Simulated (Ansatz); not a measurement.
Runs of Ansatz 0.2.0 on HfB2. It takes space group P6/mmm (No. 191, hexagonal). Conventional cell: a = 3.140 Å, b = 3.140 Å, c = 3.480 Å, α = 90.00°, β = 90.00°, γ = 120.00°. Hf (site symmetry 6/mmm) has 12 B at 2.51 Å as nearest neighbours. Around B (site symmetry -6m2) lie 3 B at 1.81 Å. 

| task | level | cell | points for each segment of the path | gap on the mesh (eV) | pressure (GPa) | relaxed volume (Å³/atom) |
| --- | --- | --- | --- | --- | --- | --- |
| relaxation of cell and atoms | PBE0 | relaxed | - | none | 0.0 | 9.86 |
| relaxation of cell and atoms | HSE06 | relaxed | - | none | 0.0 | 9.87 |
| band structure | HSE06 | as given | 4 | none | -0.8 | - |
| single point | PBE0 | as given | - | none | (a) | - |

Alike in all rows: potentials or basis Ansatz PAW; no spin polarisation; k mesh 6 × 6 × 6; cutoff (eV) 420; smearing fermi-dirac 0.05 eV; the mesh is coarse, so values aren't converged.

Q: Estimate the missing entries.

A: (a) -0.9.

Caveats: all runs use coarse meshes; the PAW data sets come from PBE, with cores solved anew for the run's functional, which leaves a small shift of forces and pressure; the plane-wave basis is chosen anew once the cell has moved, so the energies of steps on either side of that aren't comparable (some runs); the thresholds are loose for stress (some runs); spin-orbit coupling is left out, which moves the levels of the heavy elements (some runs).

A k mesh can miss the band edges, and the runs leave out spin-orbit coupling on Hf.

A gap of «none» marks a metal or a gap under the smearing width.
